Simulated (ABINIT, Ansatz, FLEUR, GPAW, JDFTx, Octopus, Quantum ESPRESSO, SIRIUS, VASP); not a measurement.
**One calculation of MnO, 10 ways**

```xyz
2
Lattice="0.0000 2.2239 2.2239 2.2239 0.0000 2.2239 2.2239 2.2239 0.0000" Properties=species:S:1:pos:R:3 pbc="T T T"
Mn    0.0000    0.0000    0.0000
O     2.2239    2.2239    2.2239
```

The cell is a database's computed one, not the measured one.

Alike in all runs: task single point; functional PBEsol; k mesh 10 × 10 × 10; occupations fermi-dirac, width 0.05 eV; collinear spin, ferromagnetic start; no spin-orbit coupling. The measured crystal is an antiferromagnetic insulator; the state found here is the runs' own. Pressure is positive in compression and, in plane waves, holds the error of the finite cutoff, which Ansatz's Pulay term estimates and takes out.

```tsv
program and potentials	plane-wave cutoff (eV)	notes	band gap (eV)	pressure (GPa)	net moment per atom (μB)
Ansatz, Ansatz PAW	420	potentials made for PBE, which Ansatz adapts in part; 10.5 valence electrons an atom on average; Pulay term of +0.64 GPa included	no gap	-7.16	2.38
FLEUR, all-electron, FLAPW	-	-	no gap	-	2.38
Ansatz, all-electron LAPW, scalar-relativistic	-	-	no gap	-7.14	2.38
ABINIT, PseudoDojo NC SR PBEsol v0.4.1 standard	1306	10.5 valence electrons an atom on average	no gap	-6.81	2.40
VASP, PBE PAW files Mn_pv, O, 520 eV	520	potentials made for PBE; 9.5 valence electrons an atom on average	no gap	-6.90	2.38
JDFTx, PseudoDojo-SR-PBEsol-0.4.1-standard with smoothed tails	1306	10.5 valence electrons an atom on average	no gap	-6.81	2.40
Octopus, pseudodojo_pbesol (PseudoDojo 0.4, PBEsol)	-	10.5 valence electrons an atom on average	no gap	-	2.40
GPAW, PAW data sets generated for this functional	800	10.5 valence electrons an atom on average	no gap	-5.92	2.36
Quantum ESPRESSO, GBRV 1.5 PBEsol	612	10.5 valence electrons an atom on average	no gap	-6.88	2.39
SIRIUS, PseudoDojo 0.4.1 PBEsol standard (scalar relativistic)	1307	10.5 valence electrons an atom on average	no gap	-6.82	2.40
```

None finds a gap. The pressure spans -7.16 (Ansatz, Ansatz PAW) to -5.92 GPa (GPAW, PAW data sets generated for this functional), with all-electron results at -7.14. The net moment per atom spans 2.36 (GPAW, PAW data sets generated for this functional) to 2.40 μB (Octopus, pseudodojo_pbesol (PseudoDojo 0.4, PBEsol)), with all-electron results at 2.38. The state is the one that the start led to, which needn't be the lowest.

Differences between rows come from potentials, basis sets and numerical settings, since the functional is the same but for its coding. Runs on potential files found faulty are left out.
